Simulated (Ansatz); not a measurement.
# Platinum, omega (AlB2-type) under PBE: structure, energy and stiffness

Aim: take platinum in the omega (AlB2-type) structure, relax it, solve it on a dense k-mesh, then scale the cell to 7 volumes from 88 to 112 % of the relaxed one and try a fit of the equation of state. Spin polarisation is left out. The k-meshes are 8×8×12 for the relaxation; 11×11×15 for the dense run; 9×9×13 for the volumes.

Method: DFT PBE, plane waves (420 eV) with PAW, scalar-relativistic, in Ansatz 0.2.0.

## 1. The structure to begin with

It takes space group P6/mmm (No. 191, hexagonal). The conventional cell has a = 4.402 Å, b = 4.402 Å, c = 2.698 Å, α = 90.00°, β = 90.00°, γ = 120.00°. Pt (site symmetry 6/mmm) has 14 Pt at 2.70 to 2.88 Å as nearest neighbours. Pt (site symmetry -6m2) has 11 Pt at 2.54 to 2.88 Å as nearest neighbours.

Coordinates:

```cif
data_structure
_symmetry_space_group_name_H-M 'P 1'
_symmetry_Int_Tables_number 1
_cell_length_a 4.4020
_cell_length_b 4.4020
_cell_length_c 2.6984
_cell_angle_alpha 90.000
_cell_angle_beta 90.000
_cell_angle_gamma 120.000
_cell_volume 45.28
loop_
_atom_site_label
_atom_site_type_symbol
_atom_site_fract_x
_atom_site_fract_y
_atom_site_fract_z
_atom_site_occupancy
Pt1 Pt 0.00000 0.00000 0.00000 1
Pt2 Pt 0.33333 0.66667 0.50000 1
Pt3 Pt 0.66667 0.33333 0.50000 1
```

## 2. Relaxing cell and atoms

File input.yaml:

```yaml
crystal:
  lattice:
    - [4.4020276304, 0.0, 0.0]
    - [-2.2010138152, 3.8122677561, 0.0]
    - [0.0, 0.0, 2.6984429374]
  atoms:
    - { symbol: Pt, position: [0.0, 0.0, 0.0] }
    - { symbol: Pt, position: [0.3333333333, 0.6666666667, 0.5] }
    - { symbol: Pt, position: [0.6666666667, 0.3333333333, 0.5] }
hamiltonian:
  xc: pbe
  pseudopotentials:
    kind: paw
    azcp:
      Pt: "pseudopotentials/Pt.paw.azcp"
basis:
  ecutwfc: 420
  fft_grid_basis: typed
kpoints:
  mp_grid: { grid: [8, 8, 12], shift: [0, 0, 0] }
magnetization:
  spin_polarized: false
scf:
  occupations: { method: fermi_dirac, width: 0.1 }
relax:
  max_steps: 60
  f_tol: 0.01
  cell: {}
```

The run is started by

```bash
> ansatz run input.yaml --threads 1 --pin off --max-ram 3584MiB --backend cpu --events-out ev --progress --plain --runs-dir out
```

After this run come: Dense single point; Equation of state: 88 %; Equation of state: 92 %; Equation of state: 96 %; Equation of state: 100 %; Equation of state: 104 %; Equation of state: 108 %; Equation of state: 112 %.

What does the calculation give? Wanted: space group; conventional cell; volume; shortest distance; gap on the mesh; relative to fcc; V₀, B₀, B₀′.

As calculated:

| quantity | value |
| --- | --- |
| space group (spins left aside) | P6/mmm (No. 191) |
| conventional cell | a = 4.534 Å, c = 2.703 Å (c/a = 0.596) |
| volume | 16.040 Å³/atom |
| shortest distance | 2.618 Å |
| gap on the mesh | none (levels filled in part) |
| relative to fcc | +145 meV/atom |
| V₀, B₀, B₀′ | 16.022 Å³/atom, 234 GPa, 5.4 |

In words: From the guessed start the volume grew by 6.3 % in 8 steps. It lies 145 meV/atom above the element's reference form at the same level (fcc, from a run of its own). Levels at the Fermi energy are filled in part, as in a metal. B₀ comes out at 234 GPa; letting shape and positions relax at each volume could only lower it. Relaxation kept the symmetry; phonons were not checked.
